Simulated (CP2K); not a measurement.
Runs of CP2K 2026.2 on Ca. Symmetry: I4/mmm, No. 139, tetragonal system. Conventional cell: a = 4.410 Å, b = 4.410 Å, c = 4.392 Å, α = 90.00°, β = 90.00°, γ = 90.00°. Ca (site symmetry 4/mmm) has 8 Ca at 3.81 Å as nearest neighbours. This isn't the form of Ca at room conditions, which is fcc.

```tsv
level	cutoff of the non-local correlation (Ry)	gap on the mesh (eV)	pressure (GPa)
PW91	-	none	(b)
LDA	-	none	-1.5
PBE	-	none	(a)
BEEF-vdW	300	none	0.2
M06-L	-	none	-1.6
OLYP	-	none	0.9
PBEsol	-	none	-0.6
```

Alike in all rows: task single point; potentials or basis POTENTIAL_UZH Ca GTH-PBE-q10; TZVP-MOLOPT-PBE-GTH basis; no spin polarisation; cell as given; k mesh 9 × 9 × 9; smearing fermi-dirac 0.05 eV.

Fill in the values left out.

(a) 0.0; (b) -0.2.

Caveats: the basis of atomic orbitals isn't converged, which shifts pressures, moduli and gaps; the potentials were made for another functional, which shifts forces and pressure (some runs).

A gap of «none» marks a metal or a gap under the smearing width.
